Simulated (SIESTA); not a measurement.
The system is LiCl.

```
Cl Li
1.0
     0.00000    2.56477    2.56477
     2.56477    0.00000    2.56477
     2.56477    2.56477    0.00000
Cl Li
1 1
Direct
  0.50000 0.50000 0.50000
  0.00000 0.00000 0.00000
```

Program: SIESTA 5.4.2. Alike in all runs: no spin polarisation; cell as given; k mesh 9 × 9 × 9; smearing fermi-dirac 0.05 eV; grid cutoff 800 Ry.

Task: Order these runs on this cell by their pressure, lowest first.
A. level LDA; potentials or basis PseudoDojo 0.4 standard (LDA files), DZP (energy shift 0.003 Ry; two zetas on semicore shells); energy shift 0.003 Ry
B. level BLYP; potentials or basis PseudoDojo 0.4 standard (PBE files), DZP (energy shift 0.003 Ry; two zetas on semicore shells); energy shift 0.003 Ry
C. level PBEsol; potentials or basis PseudoDojo 0.4 standard (PBEsol files), DZP (energy shift 0.003 Ry; two zetas on semicore shells); energy shift 0.003 Ry
D. level PBE; potentials or basis PseudoDojo 0.4 standard (PBE files), DZP (energy shift 0.002 Ry; radii capped at 9.5 bohr); energy shift 0.002 Ry

Result: A (-2.9 GPa), C (-0.9 GPa), D (0.7 GPa), B (2.5 GPa).

Caveats: the basis of atomic orbitals isn't converged, which shifts pressures, moduli and gaps; semicore shells carry a single zeta, which can move pressures by several GPa and volumes by a few percent (some runs); the potentials were made for another functional, which shifts forces and pressure (some runs).

Not every run made on this cell is shown here.
